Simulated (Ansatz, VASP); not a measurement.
**Sb: VASP beside Ansatz**

INCAR

```
PREC = Accurate
ENCUT = 520
EDIFF = 1E-7
ISMEAR = -1
SIGMA = 0.05
LREAL = False
LASPH = True
NELM = 80
ALGO = Normal
ISIF = 2
LWAVE = False
LCHARG = False
GGA = PE
NBANDS = 12
```

KPOINTS

```
regular mesh
0
Gamma
  9 9 5
```

POSCAR

```
Sb
1.0
    3.3545324186      0.0000000000      0.0000000000
   -1.6772662093      2.9051102923      0.0000000000
    0.0000000000      0.0000000000      5.4701606500
Sb
2
Direct
    0.6666666667      0.3333333333      0.7500000000
    0.3333333333      0.6666666667      0.2500000000
```

Contents of input.yaml:

```yaml
crystal:
  lattice:
    - [3.3545324186, 0.0, 0.0]
    - [-1.6772662093, 2.9051102923, 0.0]
    - [0.0, 0.0, 5.47016065]
  atoms:
    - { symbol: Sb, position: [0.6666666667, 0.3333333333, 0.75] }
    - { symbol: Sb, position: [0.3333333333, 0.6666666667, 0.25] }
hamiltonian:
  xc: pbe
  pseudopotentials: { kind: paw }
kpoints:
  mp_grid: { grid: [9, 9, 5] }
scf:
  occupations: { method: fermi_dirac, width: 0.05 }
output:
  forces: true
  stress: true
  eigenvalues: true
  write_density: true
  write_potential: true
  elf: true
  volumetric_format: npy
```

This isn't the form of Sb at room conditions, which is rhombohedral.

Alike in both runs: task single point; functional PBE; k mesh 9 × 9 × 5; occupations fermi-dirac, width 0.05 eV; no spin polarisation.

|  | VASP | Ansatz |
| --- | --- | --- |
| version | VASP 6.6.1 | Ansatz 0.2.0 |
| potentials or method | VASP PAW PBE potentials, release 64 (Sb) | Ansatz PAW |
| plane-wave cutoff (eV) | 520 | 420 |
| valence electrons in the cell | 10 | 30 |

```tsv
	VASP	Ansatz	Ansatz less VASP
gap on the k mesh at the Fermi level (eV)	none	none	-
pressure (GPa)	1.3	1.5	+0.15
largest component of the traceless stress (GPa)	0.19	0.19	+0.003
```

A gap of «none» marks a metal or a gap that the smearing closes. With one functional, cell and mesh, what is left measures potentials, basis and numerics. The two sets of potentials don't hold the same shells in valence.

Spin-orbit coupling is left out, which matters for the levels of Sb.
